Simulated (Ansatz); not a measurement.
# O: the cost of one run

Computed with Ansatz 0.2.0 (DFT PBE, scalar-relativistic, plane waves, PAW, unless a step's input says otherwise).

### Step 1. The structure to begin with

The structure is monoclinic, space group C2/m (No. 12). The conventional cell has a = 5.403 Å, b = 3.429 Å, c = 4.232 Å, α = 90.00°, β = 117.67°, γ = 90.00°. O (site symmetry m) is surrounded by 1 O at 1.15 Å.

Coordinates:

```cif
data_structure
_symmetry_space_group_name_H-M 'P 1'
_symmetry_Int_Tables_number 1
_cell_length_a 3.1996
_cell_length_b 3.1996
_cell_length_c 4.2319
_cell_angle_alpha 113.082
_cell_angle_beta 113.082
_cell_angle_gamma 64.802
_cell_volume 34.72
loop_
_atom_site_label
_atom_site_type_symbol
_atom_site_fract_x
_atom_site_fract_y
_atom_site_fract_z
_atom_site_occupancy
O1 O 0.06400 0.06400 0.15300 1
O2 O 0.93600 0.93600 0.84700 1
```

This is candidate A: structure reported for this formula (C2/m, No. 12).

(A quick probe on a coarse mesh, which set the mesh and smearing, is not shown.)

### Step 3. Rough relaxation on the coarse mesh (candidate A)

input.yaml

```yaml
crystal:
  lattice:
    - [2.7015, -1.7145, 0.0]
    - [2.7015, 1.7145, 0.0]
    - [-1.96499, 0.0, 3.74799]
  atoms:
    - { symbol: O, position: [0.064, 0.064, 0.153] }
    - { symbol: O, position: [0.936, 0.936, 0.847] }
basis:
  ecutwfc: 420
kpoints:
  mp_grid: { grid: [6, 6, 4] }
hamiltonian:
  xc: pbe
scf:
  occupations: { method: gaussian, width: 0.1 }
  lower_state_search: "off"
output:
  forces: true
  stress: true
  eigenvalues: true
relax:
  adjacent_minimum: "off"
  f_tol: 0.04
  max_steps: 70
  cell: { stress_tol: 0.4 }
```

What time and memory should one allow on 1 thread of an x86-64 CPU, shared host?

About 14 s, with a peak of 0.41 GiB.
